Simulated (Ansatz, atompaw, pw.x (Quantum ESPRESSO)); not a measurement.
## boron (B): does the PAW (atompaw) potential hold in the solid?

atompaw 4.2.0.5 input, output lines left out:

```
B 5
GGA-PBE scalarrelativistic loggrid 1500 logderivrange -3 5 201
2 2 0 0 0 0
2 0 1.5
2 1 1.5
0 0 0
c
v
v
1
3.00 2.75 2.55 2.80
y
-0.4
n
y
1.55
n
custom rrkj vanderbiltortho besselshape
2 0 ultrasoft
3.00
3.00
3.00
3.00
```

Atomic tests: cutoffs needed: 6 Ry and 8 Ry (the cutoffs (Ry, on a coarse ladder) from which the occupation-weighted sum of valence levels, in a spherical-Bessel basis at the reference potential, stays within 10 and 1 mRy of its value at 400 Ry); ghost test: no extra level below or beside the all-electron valence levels (s, p, d, f tested) (spherical-Bessel basis up to 400 Ry, 20 bohr box); lowest eigenvalue of the overlap operator: 0.36 (s channel).

Crystal test: fcc B in pw.x 7.5, no spin, 18³ k-points, Fermi–Dirac smearing 0.01 Ry, cutoffs 40/400 Ry. The reference is all-electron LAPW (Ansatz 0.2.0) with the same functional, mesh and smearing; V0 and B0 come from Birch–Murnaghan fits to the pressures at five volumes. Errors are pseudo minus all-electron; Δ is the rms difference of the E(V) curves that follow from these fits, minima aligned, over ±6 % about the mean V0. Mesh and smearing are coarse, so the numbers serve the comparison and aren't converged zero-temperature values; the lattice is a test structure that the element need not adopt.

All-electron: a0 = 2.867 Å (V0 = 5.89 Å³/atom), B0 = 270.8 GPa.

Q: How far does the potential miss the all-electron equation of state?

A: mean pressure error (GPa): -3.78; a0 (Å): 2.856; a0 error (%): -0.38; B0 error (%): +30.3; Δ (meV/atom): 4.8. The largest radius (3.00 bohr) exceeds half the bond length (1.92 bohr), so the spheres overlap, which is one possible source of error among others. This is a poor potential for the solid.

```json
{"V (Å³/atom)": "5.603", "P all-electron (GPa)": "14.83", "P pseudo (GPa)": "14.64"}
{"V (Å³/atom)": "5.751", "P all-electron (GPa)": "6.76", "P pseudo (GPa)": "4.51"}
{"V (Å³/atom)": "5.898", "P all-electron (GPa)": "-0.40", "P pseudo (GPa)": "-4.43"}
{"V (Å³/atom)": "6.045", "P all-electron (GPa)": "-6.74", "P pseudo (GPa)": "-12.30"}
{"V (Å³/atom)": "6.193", "P all-electron (GPa)": "-12.37", "P pseudo (GPa)": "-19.23"}
```

Q: At the middle volume, how do free energy and pressure move when the wave cutoff is lowered (ecutrho held at 400 Ry)?

A:

| cutoff (Ry) | shift of F (meV/atom) | shift of P (GPa) |
| --- | --- | --- |
| 18 | +0.2 | +0.01 |
| 24 | +0.1 | +0.00 |
| 32 | +0.0 | +0.00 |

The run at the middle volume (195 k-points, 7 iterations) took about 2.1 s on one core of a shared host (AMD EPYC 9R45 96-Core Processor, 96 threads, 376 GiB, load 44).
